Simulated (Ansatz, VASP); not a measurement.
TePb in VASP and in Ansatz

```
Pb Te
1.0
     0.00000    3.27352    3.27352
     3.27352    0.00000    3.27352
     3.27352    3.27352    0.00000
Pb Te
1 1
Direct
  0.00000 0.00000 0.00000
  0.50000 0.50000 0.50000
```

Alike in both runs: task single point; functional PBE exchange alone; k mesh 7 × 7 × 7; occupations fermi-dirac, width 0.05 eV; no spin polarisation.

|  | VASP | Ansatz |
| --- | --- | --- |
| version | VASP 6.6.1 | Ansatz 0.2.0 |
| potentials or method | VASP PAW PBE potentials, release 64 (Pb_d, Te) | Ansatz PAW |
| plane-wave cutoff (eV) | 520 | 420 |
| valence electrons in the cell | 20 | 30 |

|  | VASP | Ansatz | Ansatz less VASP |
| --- | --- | --- | --- |
| gap on the k mesh at the Fermi level (eV) | 1.15 | 1.14 | -0.001 |
| least direct gap on the mesh (eV) | 1.15 | 1.14 | -0.001 |
| pressure (GPa) | 7.9 | 7.9 | +0.01 |

The two sets of potentials don't hold the same shells in valence.

Caveats: the PAW data sets come from PBE, with cores solved anew for the run's functional, which leaves a small shift of forces and pressure (Ansatz). The runs have no spin-orbit coupling, so splittings on Pb, Te are missing.
